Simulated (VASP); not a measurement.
# 2H-WSe2 monolayer and its bilayer, part 2 of 9

Aim: relax 2H-WSe2 monolayer, place its levels against the vacuum, then find how two sheets stack and bind.

VASP 6.6.1, plane waves and PAW; the level of theory is named at each step.

So far: The structure; Relaxing the monolayer.

### Step 2. Relaxing the monolayer (continued)

Level of this step: r2SCAN with rVV10, no spin polarisation; plane waves and PAW (W, Se) (VASP).

From OUTCAR (step 2):

```text
ion  position               nearest neighbor table
   1  0.333  0.667  0.500-   2 2.54   3 2.54   2 2.54   3 2.54   2 2.54   3 2.54
   2  0.667  0.333  0.424-   1 2.54   1 2.54   1 2.54
   3  0.667  0.333  0.576-   1 2.54   1 2.54   1 2.54

  LATTYP: Found a hexagonal cell.
 ALAT       =     3.3200000000
 C/A-ratio  =     6.6265060241

 Subroutine GETGRP returns: Found 12 space group operations
 (whereof 12 operations were pure point group operations)

The static configuration has the point symmetry D_3h.

 Found     19 irreducible k-points:

   k-points           NKPTS =     19   k-points in BZ     NKDIM =     19   number of bands    NBANDS=     15

   dimension x,y,z NGX =    16 NGY =   16 NGZ =  108
   dimension x,y,z NGXF=    32 NGYF=   32 NGZF=  216

   ENCUT  =  350.0 eV  25.72 Ry    5.07 a.u.   5.06  5.06 33.56*2*pi/ulx,y,z

   NELECT =      18.0000    total number of electrons

 k-points in reciprocal lattice and weights: Automatic mesh
   0.00000000  0.00000000  0.00000000       0.007
   0.08333333  0.00000000  0.00000000       0.042
   0.16666667  0.00000000  0.00000000       0.042
   0.25000000  0.00000000  0.00000000       0.042
   0.33333333  0.00000000  0.00000000       0.042
   0.41666667  0.00000000  0.00000000       0.042
   0.50000000  0.00000000  0.00000000       0.021
   0.08333333  0.08333333  0.00000000       0.042
   0.16666667  0.08333333  0.00000000       0.083
[...]
0.33333333  0.25000000  0.00000000       0.083
   0.33333333  0.33333333  0.00000000       0.014

 dipolmoment           0.000000      0.000000      0.000000 electrons x Angstroem

 average (electrostatic) potential at core
       1 -53.6959       2 -64.8837       3 -64.8837

 E-fermi :  -2.2112

 k-point     1 :       0.0000    0.0000    0.0000
  band No.  band energies     occupation
    ...
      5      -4.8915      2.00000
      6      -4.6465      2.00000
      7      -3.7093      2.00000
      8      -3.7093      2.00000
      9      -2.6912      2.00000
     10       0.7809      0.00000
     11       0.7809      0.00000
     12       0.9603      0.00000
     13       0.9603      0.00000
     14       2.5093      0.00000
    ...

 k-point     2 :       0.0833    0.0000    0.0000
  band No.  band energies     occupation
    ...
      5      -4.9121      2.00000
      6      -4.7870      2.00000
      7      -3.8916      2.00000
      8      -3.6472      2.00000
      9      -2.7288      2.00000
     10       0.5412      0.00000
     11       0.5685      0.00000
     12       0.8187      0.00000
     13       0.9680      0.00000
     14       2.7839      0.00000
    ...

 k-point     3 :       0.1667    0.0000    0.0000
  band No.  band energies     occupation
    ...
      5      -5.4758      2.00000
      6      -4.4978      2.00000
      7      -4.3198      2.00000
      8      -3.7627      2.00000
      9      -2.9234      2.00000
     10      -0.0447      0.00000
     11       0.4088      0.00000
     12       0.4977      0.00000
     13       1.3885      0.00000
     14       3.2264      0.00000
    ...

  Total        0.0238393      0.0238393     -0.0276417     -0.0000000     -0.0000000      0.0000000
  in kB        0.1846495      0.1846495     -0.2141009     -0.0000000     -0.0000000      0.0000000
  external PRESSURE =       0.0517327 kB  Pullay stress =       0.0000000 kB

  energy-cutoff  :      350.00
  volume of cell :      206.85
      direct lattice vectors                 reciprocal lattice vectors
     3.294971132  0.000000000  0.000000000     0.303492795  0.175221647  0.000000000
    -1.647485566  2.853528706  0.000000000     0.000000000  0.350443294  0.000000000
     0.000000000  0.000000000 22.000000000     0.000000000  0.000000000  0.045454545

 POSITION                                       TOTAL-FORCE (eV/Angst)
 -----------------------------------------------------------------------------------
     -0.00000      1.90235     11.00000         0.000000      0.000000      0.000000
      1.64749      0.95118      9.33588         0.000000      0.000000     -0.010631
      1.64749      0.95118     12.66412        -0.000000     -0.000000      0.010631
 -----------------------------------------------------------------------------------
    total drift:                                0.000001     -0.000000      0.000000

  FREE ENERGIE OF THE ION-ELECTRON SYSTEM (eV)
  ---------------------------------------------------
  free  energy   TOTEN  =       -81.2961763830 eV

  energy  without entropy=      -81.2961763830  energy(sigma->0) =      -81.29617638

 reached required accuracy - stopping structural energy minimisation

 vacuum level on the upper side and lower side of the slab         2.993         2.993

 total charge
# of ion       s       p       d       tot
------------------------------------------
    1        0.514   0.631   4.206   5.351
    2        1.472   2.398   0.069   3.939
    3        1.472   2.398   0.069   3.939
--------------------------------------------------
tot          3.458   5.427   4.344  13.229

[... 3 further parts left out ...]
```

CONTCAR:

```
WSe2
   1.00000000000000
     3.2949711324935120    0.0000000000000000    0.0000000000000000
    -1.6474855662467560    2.8535287055106200    0.0000000000000000
     0.0000000000000000    0.0000000000000000   22.0000000000000000
  W               Se
     1     2
Direct
     0.3333333332999970    0.6666666667000030    0.5000000000000000
     0.6666666667000030    0.3333333332999970    0.4243580650062815
     0.6666666667000030    0.3333333332999970    0.5756419349937185
```

This run has no spin polarisation, although W can carry a moment. The gap is read on the k-mesh alone, so it is an upper bound where the band edges lie off the mesh. The PAW data sets were made with PBE, which is usual practice but a small mismatch for other functionals. The data set W keeps the semicore shell frozen, which is cheaper and a little less accurate. The run keeps the 12 symmetry operations of its start, so it cannot find a distortion of lower symmetry.

Step by step:

| step | energy less that of the first step (eV) | largest force (eV/Å) | pressure (GPa) | volume (Å³) |
| --- | --- | --- | --- | --- |
| 1 | 0.0000 | 0.2622 | -0.75 | 210.00 |
| 2 | -0.0036 | 0.2797 | 0.74 | 204.59 |
| 3 | -0.0091 | 0.0106 | 0.01 | 206.85 |

| cell as run | before | after | change |
| --- | --- | --- | --- |
| a (Å) | 3.320 | 3.295 | -0.8 % |
| b (Å) | 3.320 | 3.295 | -0.8 % |

Final coordinates:

```xyz
3
Lattice="3.2950 0.0000 0.0000 -1.6475 2.8535 0.0000 0.0000 0.0000 22.0000" Properties=species:S:1:pos:R:3
W     0.0000    1.9024   11.0000
Se    1.6475    0.9512    9.3359
Se    1.6475    0.9512   12.6641
```

Numbers from this step:

```yaml
electronic_cycles: 45
electrons: 18
free_energy_toten: -81.2962 eV
fermi_energy: -2.211 eV
metallic: no
dipole_moment: 0, 0, 0 e·Å
gap_on_the_k_mesh: 1.708 eV
least_direct_gap_on_the_k_mesh: 1.708 eV
```

The run ended after 3 ionic steps, 0.009 eV below its first step, once forces and stress met EDIFFG = -0.015.

### Step 3. A second relaxation

The plane waves were chosen for the start cell, so the relaxation is repeated from its end.

INCAR reads:

```
SYSTEM = WSe2
PREC = Normal
ENCUT = 350
EDIFF = 1E-06
NELM = 120
ISMEAR = 0
SIGMA = 0.03
LREAL = .FALSE.
ALGO = Normal
METAGGA = R2SCAN
LUSE_VDW = .TRUE.
IVDW_NL = 2
BPARAM = 11.95
CPARAM = 0.0093
LASPH = .TRUE.
NBANDS = 15
LORBIT = 11
LWAVE = .FALSE.
LCHARG = .FALSE.
KPAR = 4
IBRION = 2
NSW = 30
ISIF = 3
EDIFFG = -0.015
POTIM = 0.4
IDIPOL = 3
LDIPOL = .TRUE.
DIPOL = 0.5 0.5 0.5
LATTICE_CONSTRAINTS = .TRUE. .TRUE. .FALSE.
```

POSCAR reads:

```
WSe2
1.0
    3.2949711325      0.0000000000      0.0000000000
   -1.6474855662      2.8535287055      0.0000000000
    0.0000000000      0.0000000000     22.0000000000
W Se
1 2
Direct
    0.3333333333      0.6666666667      0.5000000000
    0.6666666667      0.3333333333      0.4243580650
    0.6666666667      0.3333333333      0.5756419350
```

KPOINTS reads:

```
Automatic mesh
0
Gamma
12 12 1
0 0 0
```

PAW data sets: W and Se (PBE family, release 64).

The run is started by

```bash
$ mpirun -np 4 vasp_std
```

What it wrote:

```text
[banner, memory and clock lines left out]
running    4 mpi-ranks, on    1 nodes
 distrk:  each k-point on    1 cores,    4 groups
 distr:  one band on    1 cores,    1 groups

 POSCAR found type information on POSCAR W Se
 POSCAR found :  2 types and       3 ions
 [... a notice as in an earlier step ...]

 [... a notice as in an earlier step ...]

 LDA part: xc-table for (None), standard interpolation
 POSCAR, INCAR and KPOINTS ok, starting setup
 FFT: planning ... GRIDC
 FFT: planning ... GRID_SOFT
 FFT: planning ... GRID
 WAVECAR not read
 entering main loop
       N       E                     dE             d eps       ncg     rms          rms(c)
Total rVV10 correction in eV:      0.5452599    25.4157834
Total rVV10 correction in eV:      0.5452599    25.4157834
Total rVV10 correction in eV:      0.5452599    25.4157834
Total rVV10 correction in eV:      0.5452599    25.4157834
DAV:   1     0.488552306693E+02    0.48855E+02   -0.49994E+03   570   0.643E+02
DAV:   2    -0.723169345197E+02   -0.12117E+03   -0.11498E+03   908   0.157E+02
DAV:   3    -0.837488129670E+02   -0.11432E+02   -0.11339E+02   808   0.590E+01
DAV:   4    -0.839191666427E+02   -0.17035E+00   -0.17002E+00   696   0.870E+00
DAV:   5    -0.839223847680E+02   -0.32181E-02   -0.32172E-02   773   0.107E+00    0.209E+01
Total rVV10 correction in eV:      0.5451914    25.4163371
Total rVV10 correction in eV:      0.5451914    25.4163371
Total rVV10 correction in eV:      0.5451914    25.4163371
Total rVV10 correction in eV:      0.5451914    25.4163371
DAV:   6    -0.814440036565E+02    0.24784E+01   -0.30246E+00   811   0.125E+01    0.900E+00
Total rVV10 correction in eV:      0.5390526    25.4188430
Total rVV10 correction in eV:      0.5390526    25.4188430
Total rVV10 correction in eV:      0.5390526    25.4188430
Total rVV10 correction in eV:      0.5390526    25.4188430
DAV:   7    -0.813966966496E+02    0.47307E-01   -0.14225E+00   752   0.989E+00    0.620E+00
Total rVV10 correction in eV:      0.5408485    25.4188875
Total rVV10 correction in eV:      0.5408485    25.4188875
Total rVV10 correction in eV:      0.5408485    25.4188875
Total rVV10 correction in eV:      0.5408485    25.4188875
DAV:   8    -0.812835911198E+02    0.11311E+00   -0.22469E-01   766   0.431E+00    0.668E-01
Total rVV10 correction in eV:      0.5430085    25.4184658
Total rVV10 correction in eV:      0.5430085    25.4184658
Total rVV10 correction in eV:      0.5430085    25.4184658
Total rVV10 correction in eV:      0.5430085    25.4184658
DAV:   9    -0.812902358372E+02   -0.66447E-02   -0.29281E-02   717   0.125E+00    0.705E-01
Total rVV10 correction in eV:      0.5451177    25.4183171
Total rVV10 correction in eV:      0.5451177    25.4183171
Total rVV10 correction in eV:      0.5451177    25.4183171
Total rVV10 correction in eV:      0.5451177    25.4183171
DAV:  10    -0.812922070330E+02   -0.19712E-02   -0.54070E-03   745   0.476E-01    0.174E-01
Total rVV10 correction in eV:      0.5455517    25.4181223
Total rVV10 correction in eV:      0.5455517    25.4181223
Total rVV10 correction in eV:      0.5455517    25.4181223
Total rVV10 correction in eV:      0.5455517    25.4181223
DAV:  11    -0.812926390587E+02   -0.43203E-03   -0.31986E-04   738   0.136E-01    0.204E-01
Total rVV10 correction in eV:      0.5469861    25.4175356
Total rVV10 correction in eV:      0.5469861    25.4175356
Total rVV10 correction in eV:      0.5469861    25.4175356
Total rVV10 correction in eV:      0.5469861    25.4175356
DAV:  12    -0.812937462872E+02   -0.11072E-02   -0.80561E-04   682   0.188E-01    0.581E-02
Total rVV10 correction in eV:      0.5469053    25.4174704
Total rVV10 correction in eV:      0.5469053    25.4174704
Total rVV10 correction in eV:      0.5469053    25.4174704
Total rVV10 correction in eV:      0.5469053    25.4174704
DAV:  13    -0.812937161298E+02    0.30157E-04   -0.44317E-05   647   0.515E-02    0.204E-02
Total rVV10 correction in eV:      0.5481466    25.4165492
Total rVV10 correction in eV:      0.5481466    25.4165492
Total rVV10 correction in eV:      0.5481466    25.4165492
Total rVV10 correction in eV:      0.5481466    25.4165492
DAV:  14    -0.812946061407E+02   -0.89001E-03   -0.48148E-04   612   0.125E-01    0.340E-02
Total rVV10 correction in eV:      0.5483616    25.4163775
Total rVV10 correction in eV:      0.5483616    25.4163775
Total rVV10 correction in eV:      0.5483616    25.4163775
Total rVV10 correction in eV:      0.5483616    25.4163775
DAV:  15    -0.812947134385E+02   -0.10730E-03   -0.19566E-05   675   0.280E-02    0.302E-02
Total rVV10 correction in eV:      0.5486403    25.4160080
Total rVV10 correction in eV:      0.5486403    25.4160080
Total rVV10 correction in eV:      0.5486403    25.4160080
Total rVV10 correction in eV:      0.5486403    25.4160080
DAV:  16    -0.812949461578E+02   -0.23272E-03   -0.11672E-04   591   0.643E-02    0.834E-03
Total rVV10 correction in eV:      0.5486630    25.4159388
Total rVV10 correction in eV:      0.5486630    25.4159388
Total rVV10 correction in eV:      0.5486630    25.4159388
Total rVV10 correction in eV:      0.5486630    25.4159388
DAV:  17    -0.812949987668E+02   -0.52609E-04   -0.12372E-05   731   0.187E-02    0.402E-03
Total rVV10 correction in eV:      0.5486880    25.4158299
Total rVV10 correction in eV:      0.5486880    25.4158299
Total rVV10 correction in eV:      0.5486880    25.4158299
Total rVV10 correction in eV:      0.5486880    25.4158299
DAV:  18    -0.812950688410E+02   -0.70074E-04   -0.23134E-05   654   0.263E-02    0.342E-03
Total rVV10 correction in eV:      0.5486855    25.4157926
Total rVV10 correction in eV:      0.5486855    25.4157926
Total rVV10 correction in eV:      0.5486855    25.4157926
Total rVV10 correction in eV:      0.5486855    25.4157926
DAV:  19    -0.812950899722E+02   -0.21131E-04   -0.43138E-06   759   0.855E-03    0.224E-03
Total rVV10 correction in eV:      0.5486828    25.4157822
Total rVV10 correction in eV:      0.5486828    25.4157822
Total rVV10 correction in eV:      0.5486828    25.4157822
Total rVV10 correction in eV:      0.5486828    25.4157822
DAV:  20    -0.812950957654E+02   -0.57932E-05   -0.56394E-07   598   0.561E-03    0.750E-04
Total rVV10 correction in eV:      0.5486821    25.4157826
Total rVV10 correction in eV:      0.5486821    25.4157826
Total rVV10 correction in eV:      0.5486821    25.4157826
Total rVV10 correction in eV:      0.5486821    25.4157826
DAV:  21    -0.812950955158E+02    0.24965E-06   -0.19965E-07   642   0.418E-03
Total rVV10 correction in eV:      0.5486799    25.4157854
Total rVV10 correction in eV:      0.5486799    25.4157854
Total rVV10 correction in eV:      0.5486799    25.4157854
Total rVV10 correction in eV:      0.5486799    25.4157854
Total rVV10 correction in eV:      0.5486819    25.4157830
Total rVV10 correction in eV:      0.5486819    25.4157830
Total rVV10 correction in eV:      0.5486819    25.4157830
Total rVV10 correction in eV:      0.5486819    25.4157830
   1 F= -.81295096E+02 E0= -.81295096E+02  d E =-.812951E+02
 curvature:   0.00 expect dE= 0.000E+00 dE for cont linesearch  0.000E+00
 trial: gam= 0.00000 g(F)=  0.855E-05 g(S)=  0.875E-05 ort = 0.000E+00 (trialstep = 0.100E+01)
 search vector abs. value=  0.173E-04
 reached required accuracy - stopping structural energy minimisation
```

It took 62 s on 4 MPI ranks of AMD EPYC 9R45, shared host; peak memory 1.1 GiB.

From OUTCAR (step 3):

```text
  LATTYP: Found a hexagonal cell.
 ALAT       =     3.2949711325
 C/A-ratio  =     6.6768415004

The static configuration has the point symmetry D_3h.

 Found     19 irreducible k-points:

   ENCUT  =  350.0 eV  25.72 Ry    5.07 a.u.   5.03  5.03 33.56*2*pi/ulx,y,z

   NELECT =      18.0000    total number of electrons

 E-fermi :  -2.2108

 k-point     1 :       0.0000    0.0000    0.0000
  band No.  band energies     occupation
    ...
      5      -4.8911      2.00000
      6      -4.6464      2.00000
      7      -3.7092      2.00000
      8      -3.7092      2.00000
      9      -2.6910      2.00000
     10       0.7811      0.00000
     11       0.7811      0.00000
     12       0.9605      0.00000
     13       0.9605      0.00000
     14       2.5225      0.00000
    ...

 k-point     2 :       0.0833   -0.0000    0.0000
  band No.  band energies     occupation
    ...
      5      -4.9120      2.00000
      6      -4.7868      2.00000
      7      -3.8915      2.00000
      8      -3.6471      2.00000
      9      -2.7287      2.00000
     10       0.5413      0.00000
     11       0.5686      0.00000
     12       0.8187      0.00000
     13       0.9680      0.00000
     14       2.8016      0.00000
    ...

  Total        0.0184364      0.0184364     -0.0305061      0.0000000      0.0000000      0.0000000
  in kB        0.1428009      0.1428009     -0.2362874      0.0000000      0.0000000      0.0000000
  external PRESSURE =       0.0164381 kB  Pullay stress =       0.0000000 kB

  energy-cutoff  :      350.00
  volume of cell :      206.85
      direct lattice vectors                 reciprocal lattice vectors
     3.294971133  0.000000000  0.000000000     0.303492795  0.175221647  0.000000000
    -1.647485566  2.853528706  0.000000000     0.000000000  0.350443294  0.000000000
     0.000000000  0.000000000 22.000000000     0.000000000  0.000000000  0.045454545

 POSITION                                       TOTAL-FORCE (eV/Angst)
 -----------------------------------------------------------------------------------
     -0.00000      1.90235     11.00000         0.000000      0.000000      0.000000
      1.64749      0.95118      9.33588        -0.000000      0.000000     -0.010527
      1.64749      0.95118     12.66412        -0.000000     -0.000000      0.010527
 -----------------------------------------------------------------------------------
    total drift:                               -0.000000      0.000000      0.000000

  FREE ENERGIE OF THE ION-ELECTRON SYSTEM (eV)
  ---------------------------------------------------
  free  energy   TOTEN  =       -81.2950955158 eV

  energy  without entropy=      -81.2950955158  energy(sigma->0) =      -81.29509552

 vacuum level on the upper side and lower side of the slab         2.953         2.953

 total charge
# of ion       s       p       d       tot
------------------------------------------
    1        0.514   0.631   4.208   5.353
    2        1.472   2.397   0.069   3.939
    3        1.472   2.397   0.069   3.939
--------------------------------------------------
tot          3.458   5.426   4.346  13.231

[... 5 parts as in an earlier step ...]

[... 7 further parts left out ...]
```

CONTCAR:

```
WSe2
   1.00000000000000
     3.2949711325000002    0.0000000000000000    0.0000000000000000
    -1.6474855662000001    2.8535287055000000    0.0000000000000000
     0.0000000000000000    0.0000000000000000   22.0000000000000000
  W               Se
     1     2
Direct
     0.3333333332999970    0.6666666667000030    0.5000000000000000
     0.6666666667000030    0.3333333332999970    0.4243580649999998
     0.6666666667000030    0.3333333332999970    0.5756419350000002
```

Little changed from the start: no atom moved by 0.005 Å and no cell edge by 0.1 %.

This step gave:

```
electronic cycles   : 21
free energy (TOTEN) : -81.2951 eV
```

The start already met the threshold, so nothing moved.

(Part 2 of 9 ends here.)

[Lines on the potential files, build, host, timing and source positions are cut from VASP's logs without a mark.]

[Logs are printed without paths, hosts, clocks, repeated set-up lines and the standing remarks that a program may print on its own settings, such as how far it seeks lower states.]

[Hosts, paths, dates, database ids (printed as entryN), source tags and the programs' standing remarks are cut or masked in the printed files.]

[Runs that stopped without an error message from VASP are left out.]
